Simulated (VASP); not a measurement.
**SrTiO3: band structure with r2SCAN**

SrTiO3:

```
Sr Ti O
1.0
     3.91224    0.00000    0.00000
     0.00000    3.91224    0.00000
     0.00000    0.00000    3.91224
Sr Ti O
1 1 3
Direct
  0.00000 0.00000 0.00000
  0.50000 0.50000 0.50000
  0.50000 0.50000 0.00000
  0.00000 0.50000 0.50000
  0.50000 0.00000 0.50000
```

The cell was built by a generator and needn't be a form met in nature.

```json
{"Program": "VASP 6.6.1", "Task": "band structure", "Functional": "r2SCAN", "Potentials or basis": "VASP PAW PBE potentials, release 64 (Sr_sv, Ti_sv, O)", "Cutoff": "520 eV", "k mesh": "8 × 8 × 8", "Occupations": "gaussian, width 0.02 eV", "Spin": "no spin polarisation", "Further INCAR settings": "ALGO = Normal; EDIFF = 1e-07"}
```

```yaml
Pressure: 0.1 GPa
Band_gap_on_the_k_mesh: 2.26 eV, indirect (least direct gap 2.65 eV)
Band_gap_along_the_path: 2.26 eV, indirect (least direct gap 2.65 eV)
```

Levels at the corners of the path, in eV from the valence-band top:
```csv
point,band 16,band 17,band 18,band 19,band 20,band 21,band 22,band 23,band 24
Γ,-1.20,-1.20,-0.39,-0.39,-0.39,2.26,2.26,2.26,4.56
X,-2.35,-2.35,-1.99,-0.77,-0.77,2.42,4.15,4.15,4.57
X,-2.35,-2.35,-1.99,-0.77,-0.77,2.42,4.15,4.15,4.57
M,-2.84,-1.80,-1.60,-1.60,-0.09,4.16,4.16,4.64,5.60
M,-2.84,-1.80,-1.60,-1.60,-0.09,4.16,4.16,4.64,5.60
Γ,-1.20,-1.20,-0.39,-0.39,-0.39,2.26,2.26,2.26,4.56
Γ,-1.20,-1.20,-0.39,-0.39,-0.39,2.26,2.26,2.26,4.56
R,-3.78,-3.78,0.00,0.00,0.00,4.85,4.85,4.85,7.61
R,-3.78,-3.78,0.00,0.00,0.00,4.85,4.85,4.85,7.61
X,-2.35,-2.35,-1.99,-0.77,-0.77,2.42,4.15,4.15,4.57
M,-2.84,-1.80,-1.60,-1.60,-0.09,4.16,4.16,4.64,5.60
R,-3.78,-3.78,0.00,0.00,0.00,4.85,4.85,4.85,7.61
```

Run time: 2.9 min on 2 MPI ranks on Intel(R) Xeon(R) Platinum 8488C (Sapphire Rapids), on a shared host, peak memory 0.21 GiB a rank.

Caveat: the PAW data sets were made with another functional, which shifts forces and pressure a little. r2SCAN opens gaps a little over a GGA but as a rule still falls short of measured ones.
